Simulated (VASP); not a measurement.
# Ru: single point with LDA

Crystal: Ru.

```
CELL_PARAMETERS angstrom
0.00000 1.97245 1.85755
1.97245 0.00000 1.85755
1.97245 1.97245 0.00000
ATOMIC_POSITIONS crystal
Ru 0.00000 0.00000 0.00000
```

The cell isn't the ideal one: strain +0.030 along x and y, -0.030 along z, atoms carried along.

- Program: VASP 6.6.1
- Task: single point
- Functional: LDA
- Potentials or basis: VASP PAW LDA potentials, release 64 (Ru_pv)
- Cutoff: 520 eV
- k mesh: 22 × 22 × 22
- Occupations: gaussian, width 0.15 eV
- Spin: no spin polarisation

- Pressure: -26.3 GPa
- Band gap on the k mesh: none (metal or under the smearing width)

Stress tensor (GPa, compression positive):
```
-30.91   0.00   0.00
  0.00 -30.91   0.00
  0.00   0.00 -17.14
```

Levels at points of the mesh, in eV from the Fermi level:
| k point | band 5 | band 6 | band 7 | band 8 | band 9 | band 10 |
| --- | --- | --- | --- | --- | --- | --- |
| (0.00, 0.00, 0.00) | -2.58 | -2.58 | -1.93 | -0.55 | 0.22 | 10.14 |
| (0.50, 0.00, 0.00) | -2.83 | -2.12 | 0.98 | 1.37 | 1.76 | 9.29 |
| (0.50, 0.50, 0.00) | -5.49 | 1.53 | 2.06 | 2.06 | 4.29 | 10.14 |
| (0.50, 0.00, 0.50) | -5.39 | 1.50 | 1.72 | 2.28 | 3.04 | 10.14 |

Run time: 77 s on 1 thread of Intel(R) Xeon(R) Platinum 8488C (Sapphire Rapids) (shared host), peak memory 0.25 GiB.

Caveat: so large a pressure means that the cell lies far from this level's equilibrium, or that cutoff or potentials fall short.
